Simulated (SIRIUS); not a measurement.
The system is BaTiO3.

```
Ba Ti O
1.0
     2.82737    1.63238    2.31839
    -2.82737    1.63238    2.31839
     0.00000   -3.26476    2.31839
Ba Ti O
1 1 3
Direct
  0.00000 0.00000 0.00000
  0.48450 0.48450 0.48450
  0.50860 0.01750 0.50860
  0.01750 0.50860 0.50860
  0.50860 0.50860 0.01750
```

```yaml
Program: SIRIUS 7.12.0
Task: relaxation of cell and atoms
Functional: PBEsol
Potentials_or_basis: PseudoDojo 0.4.1 PBE standard (scalar relativistic)
Cutoff: 1152 eV
Density_cutoff: 4606 eV
k_mesh: 3 × 3 × 3
Occupations: fermi-dirac, width 0.05 eV
Spin: no spin polarisation
```

At the start: pressure -0.6 GPa; volume 12.84 Å³/atom.

Where does the relaxation end?

Over 9 steps the energy falls by 2.1 meV/atom and the volume is 12.85 Å³/atom (+0.1 %); space group R3m (No. 160, to 0.05 Å).

Step by step:
```
step  energy change (eV)  largest force (eV/Å)  pressure (GPa)  volume (Å³)
   1              0.0000                0.2733           -0.58        64.20
   2             -0.0023                0.2229           -0.40        64.18
   3             -0.0088                0.1146            0.65        64.04
   4             -0.0092                0.0953            0.48        64.07
   5             -0.0100                0.0446            0.13        64.16
   6             -0.0102                0.0322            0.06        64.19
   7             -0.0103                0.0271            0.07        64.21
   8             -0.0104                0.0142            0.10        64.23
   9             -0.0104                0.0137            0.11        64.25
```

Final structure:
```xyz
5
Lattice="2.8270 1.6322 2.3209 -2.8270 1.6322 2.3209 0.0000 -3.2643 2.3209" Properties=species:S:1:pos:R:3 pbc="T T T"
Ba    0.0000    0.0000   -0.0340
Ti    0.0000    0.0000    3.3507
O     1.3945   -0.8051    2.4204
O    -1.3945   -0.8051    2.4204
O     0.0000    1.6102    2.4204
```

Caveat: the k mesh is coarse (spacing up to 0.52 Å⁻¹), so the values aren't converged; this release of the barium file is off; the potentials were made for another functional, which shifts forces and pressure.
